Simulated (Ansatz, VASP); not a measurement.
## Au in VASP and in Ansatz

INCAR

```
PREC = Accurate
ENCUT = 520
EDIFF = 1E-6
ISMEAR = -1
SIGMA = 0.05
LREAL = F
LASPH = T
NELM = 100
ALGO = Fast
ISIF = 2
LWAVE = F
LCHARG = F
LMAXMIX = 4
GGA = PE
```

Contents of KPOINTS:

```
regular mesh
0
Gamma
  11 11 11
```

File POSCAR:

```
Au
1.0
    0.0000000000      2.0350000000      2.0350000000
    2.0350000000      0.0000000000      2.0350000000
    2.0350000000      2.0350000000      0.0000000000
Au
1
Direct
    0.0000000000      0.0000000000      0.0000000000
```

The input KPOINTS_OPT:

```
path GXWKGLUWLK,UX
20
line-mode
reciprocal
 0.0000000000  0.0000000000  0.0000000000  G
 0.5000000000  0.0000000000  0.5000000000  X

 0.5000000000  0.0000000000  0.5000000000  X
 0.5000000000  0.2500000000  0.7500000000  W

 0.5000000000  0.2500000000  0.7500000000  W
 0.3750000000  0.3750000000  0.7500000000  K

 0.3750000000  0.3750000000  0.7500000000  K
 0.0000000000  0.0000000000  0.0000000000  G

 0.0000000000  0.0000000000  0.0000000000  G
 0.5000000000  0.5000000000  0.5000000000  L

 0.5000000000  0.5000000000  0.5000000000  L
 0.6250000000  0.2500000000  0.6250000000  U

 0.6250000000  0.2500000000  0.6250000000  U
 0.5000000000  0.2500000000  0.7500000000  W

 0.5000000000  0.2500000000  0.7500000000  W
 0.5000000000  0.5000000000  0.5000000000  L

 0.5000000000  0.5000000000  0.5000000000  L
 0.3750000000  0.3750000000  0.7500000000  K

 0.6250000000  0.2500000000  0.6250000000  U
 0.5000000000  0.0000000000  0.5000000000  X
```

Contents of input.yaml:

```yaml
crystal:
  lattice:
    - [0.0, 2.035, 2.035]
    - [2.035, 0.0, 2.035]
    - [2.035, 2.035, 0.0]
  atoms:
    - { symbol: Au, position: [0.0, 0.0, 0.0] }
hamiltonian:
  xc: pbe
  pseudopotentials: { kind: paw }
kpoints:
  mp_grid: { grid: [11, 11, 11] }
  band_path:
    path:
      - [[0.0, 0.0, 0.0], [0.5, 0.0, 0.5], [0.5, 0.25, 0.75], [0.375, 0.375, 0.75], [0.0, 0.0, 0.0], [0.5, 0.5, 0.5], [0.625, 0.25, 0.625], [0.5, 0.25, 0.75], [0.5, 0.5, 0.5], [0.375, 0.375, 0.75]]
      - [[0.625, 0.25, 0.625], [0.5, 0.0, 0.5]]
    npoints: 14
scf:
  occupations: { method: fermi_dirac, width: 0.05 }
  n_extra_bands: 6
output:
  forces: true
  stress: true
  eigenvalues: true
  fatbands: false
  write_density: true
  write_potential: true
  elf: true
  volumetric_format: npy
```

Alike in both runs: task band structure; functional PBE; k mesh 11 × 11 × 11; occupations fermi-dirac, width 0.05 eV; no spin polarisation.

|  | VASP | Ansatz |
| --- | --- | --- |
| version | VASP 6.6.1 | Ansatz 0.2.0 |
| potentials or method | VASP PAW PBE potentials, release 54 (Au) | Ansatz PAW |
| plane-wave cutoff (eV) | 520 | 420 |
| valence electrons in the cell | 11 | 19 |

Ansatz gave:

```
gap on the k mesh at the Fermi level (eV) : none
pressure (GPa)                            : 10.8
```

Estimate VASP's values.

gap on the k mesh at the Fermi level (eV): none; pressure (GPa): 10.5.

A gap of «none» marks a metal or a gap that the smearing closes. The two sets of potentials don't hold the same shells in valence.

Caveats: spin-orbit coupling is left out, which moves the levels of the heavy elements.
